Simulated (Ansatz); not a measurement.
Crystal: SrO.

```
Sr O
1.0
     0.00000    2.56630    2.56630
     2.56630    0.00000    2.56630
     2.56630    2.56630    0.00000
Sr O
1 1
Cartesian
  2.5663 2.5663 2.5663
  0.0000 0.0000 0.0000
```

```yaml
Program: Ansatz 0.2.0
Task: relaxation of cell and atoms
Functional: B3LYP
Potentials_or_basis: Ansatz PAW
Cutoff: "420 eV (not typed: the program's choice for these potentials)"
k_mesh: 5 × 5 × 5
Occupations: fermi-dirac, width 0.05 eV
Spin: no spin polarisation
```

At the start: volume 16.90 Å³/atom.

**Question.** How do energy, volume and symmetry change on relaxing?

**Answer.** It ends after 6 steps and the volume is 17.58 Å³/atom (+4.0 %); space group Fm-3m (No. 225, to 0.05 Å).

The path:
```
step  energy change (eV)  largest force (eV/Å)  volume (Å³)
   1              0.0000                0.0000        33.80
   2             -0.0122                0.0000        35.13
   3             -0.0123                0.0000        35.11
   4             -0.0158                0.0000        35.11
   5             -0.0157                0.0000        35.17
   6             -0.0158                0.0000        35.17
```

Final structure:
```yaml
crystal:
  lattice:
    - [0.00000, 2.60041, 2.60041]
    - [2.60041, 0.00000, 2.60041]
    - [2.60041, 2.60041, 0.00000]
  atoms:
    - { symbol: Sr, position: [0.50000, 0.50000, 0.50000] }
    - { symbol: O, position: [0.00000, 0.00000, 0.00000] }
```

Caveat: the k mesh is coarse (spacing up to 0.42 Å⁻¹), so the values aren't converged, least of all with exact exchange; the plane-wave basis is chosen anew once the cell has moved, so the energies of steps on either side of that aren't comparable; the pressure holds a Pulay correction of +0.3 GPa for the finite cutoff; the PAW data sets come from PBE, with cores solved anew for the run's functional, which leaves a small shift of forces and pressure.
